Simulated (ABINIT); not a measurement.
Input of an ABINIT 10.8.3 (patched build) run:

File run.abi:

```
# Datasets: ground state, then fixed potential
ndtset 2

# Pseudopotentials
pp_dirpath "./"
pseudos "Ga.GGA_PBE-JTH.xml, P.GGA_PBE-JTH.xml"

# Structure
acell 3*1.0
rprim
     0.0000000000     5.1499761211     5.1499761211
     5.1499761211     0.0000000000     5.1499761211
     5.1499761211     5.1499761211     0.0000000000
ntypat 2
znucl 31 15
natom 2
typat 1 2
xred
     0.0000000000     0.0000000000     0.0000000000
     0.7500000000     0.7500000000     0.7500000000

# Plane-wave basis
ecut 20.0
pawecutdg 40.0

# Exchange and correlation
ixc -106131

# Bands and occupations
occopt 3
tsmear 0.05 eV

# SCF cycle
nstep 100

# Output
iomode 3
prtwf 0
prteig 0
prtebands 0
enunit 2
prtden1 1

# Dataset 1
kptopt1 1
ngkpt1 8 8 8
nshiftk1 1
shiftk1 0.0 0.0 0.0
nband1 13
tolvrs1 1.0e-9

# Dataset 2: bands along G-X-W-K-G-L-U-W-L-K
iscf2 -2
getden2 1
nband2 17
nbdbuf2 2
tolwfr2 1.0e-12
kptopt2 -9
ndivsm2 5
prteig2 1
prtvol2 -3
kptbounds2
     0.0000000000     0.0000000000     0.0000000000
     0.5000000000     0.0000000000     0.5000000000
     0.5000000000     0.2500000000     0.7500000000
     0.3750000000     0.3750000000     0.7500000000
     0.0000000000     0.0000000000     0.0000000000
     0.5000000000     0.5000000000     0.5000000000
     0.6250000000     0.2500000000     0.6250000000
     0.5000000000     0.2500000000     0.7500000000
     0.5000000000     0.5000000000     0.5000000000
     0.3750000000     0.3750000000     0.7500000000
```

Potentials or basis: JTH PAW PBE v2.0.

Command:

```console
$ abinit run.abi > log 2>&1
```

Task: Estimate the band gap along the path.

Result: 1.67 eV, indirect (least direct gap 1.71 eV).

Task: What does it give for the pressure?

Result: 6.3 GPa.

Levels at the corners of the path, in eV from the valence-band top:
| point | band 6 | band 7 | band 8 | band 9 | band 10 | band 11 | band 12 | band 13 |
| --- | --- | --- | --- | --- | --- | --- | --- | --- |
| Γ | -12.47 | 0.00 | 0.00 | 0.00 | 1.71 | 3.95 | 3.95 | 3.95 |
| X | -9.54 | -6.77 | -2.64 | -2.64 | 1.84 | 1.93 | 10.56 | 10.56 |
| W | -9.46 | -6.58 | -3.49 | -3.34 | 4.84 | 4.86 | 6.16 | 6.31 |
| K | -9.58 | -6.56 | -3.84 | -2.22 | 2.32 | 4.88 | 8.28 | 8.33 |
| Γ | -12.47 | 0.00 | 0.00 | 0.00 | 1.71 | 3.95 | 3.95 | 3.95 |
| L | -10.44 | -6.59 | -1.11 | -1.11 | 1.67 | 4.82 | 4.82 | 8.51 |
| U | -9.58 | -6.56 | -3.84 | -2.22 | 2.32 | 4.88 | 8.28 | 8.33 |
| W | -9.46 | -6.58 | -3.49 | -3.34 | 4.84 | 4.86 | 6.16 | 6.31 |
| L | -10.44 | -6.59 | -1.11 | -1.11 | 1.67 | 4.82 | 4.82 | 8.51 |
| K | -9.58 | -6.56 | -3.84 | -2.22 | 2.32 | 4.88 | 8.28 | 8.33 |

Caveat: the PAW data sets were made with another functional, which shifts forces and pressure a little.

**What was measured.**

From “Stacking defects in GaP nanowires: Electronic structure and optical properties”, 2018, arxiv:1810.01194, for a bulk crystal of GaP at 10 K: band gap 2.34 eV (indirect).

Measured gap of GaP: 2.34 eV (indirect; 10 K; quoted in “Stacking defects in GaP nanowires: Electronic structure and optical properties”, 2018, arxiv:1810.01194). This calculation gives 1.67 eV (-0.67 eV). Spin-orbit coupling on Ga is left out. The value is that of BLYP, without temperature or zero-point motion. Semilocal functionals fall short of measured gaps as a rule.
